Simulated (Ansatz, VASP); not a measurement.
**Two plane-wave programs on GaAs**

```
Ga As
1.0
     0.00000    2.59013    3.36717
     2.59013    0.00000    3.36717
     2.59013    2.59013    0.00000
Ga As
1 1
Direct
  0.00000 0.00000 0.00000
  0.75000 0.75000 0.75000
```

Alike in both runs: task single point; functional PBE; k mesh 8 × 8 × 8; occupations gaussian, width 0.05 eV; no spin polarisation.

|  | VASP | Ansatz |
| --- | --- | --- |
| version | VASP 6.6.1 | Ansatz 0.2.0 |
| potentials or method | VASP PAW PBE potentials, release 64 (Ga_d, As) | scalar-relativistic, plane waves, PAW |
| plane-wave cutoff (eV) | 520 | 420 |
| valence electrons in the cell | 18 | 28 |

```csv
,VASP,Ansatz,Ansatz less VASP
gap on the k mesh at the Fermi level (eV),none,none,-
pressure (GPa),3.2,3.0,-0.19
largest component of the traceless stress (GPa),13.07,13.11,+0.036
```

A gap of «none» marks a metal or a gap that the smearing closes. The two sets of potentials don't hold the same shells in valence.
